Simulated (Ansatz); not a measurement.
# KCl: the cost of one run

Program: Ansatz 0.2.0. Level of theory: reference: DFT, HSE06, plane waves, PAW. These are calculated values, not measurements.

2 further runs of the same task are left out: 2 that didn't finish.

### Step 1. The system as given

The structure is cubic, space group Pm-3m (No. 221). The conventional cell has a = 3.771 Å, b = 3.771 Å, c = 3.771 Å, α = 90.00°, β = 90.00°, γ = 90.00°. K (site symmetry m-3m) is surrounded by 8 Cl at 3.27 Å. Cl (site symmetry m-3m) has 8 K at 3.27 Å as nearest neighbours.

As a file:

```xyz
2
Lattice="3.7708 0.0000 0.0000 0.0000 3.7708 0.0000 0.0000 0.0000 3.7708" Properties=species:S:1:pos:R:3 pbc="T T T"
K     0.0000    0.0000    0.0000
Cl    1.8854    1.8854    1.8854
```

### Step 2. Baseline

input.yaml

```yaml
crystal:
  lattice:
    - [3.7708085932, 0.0, 0.0]
    - [0.0, 3.7708085932, 0.0]
    - [0.0, 0.0, 3.7708085932]
  atoms:
    - { symbol: K, position: [0.0, 0.0, 0.0] }
    - { symbol: Cl, position: [0.5, 0.5, 0.5] }
kpoints:
  mp_grid: { grid: [4, 4, 4] }
hamiltonian:
  xc: hse06
scf:
  occupations: { method: fixed }
  n_extra_bands: 4
output:
  forces: true
  stress: true
  eigenvalues: true
```

Started as:

```
$ ansatz run input.yaml --threads 4 --pin off --max-ram 3686MiB --backend cpu --events-out ev --progress --plain --runs-dir out
```

Q: Estimate wall time and peak memory on 4 threads of Arm Neoverse N1, shared host.

About 7.3 s, with a peak of 0.67 GiB.
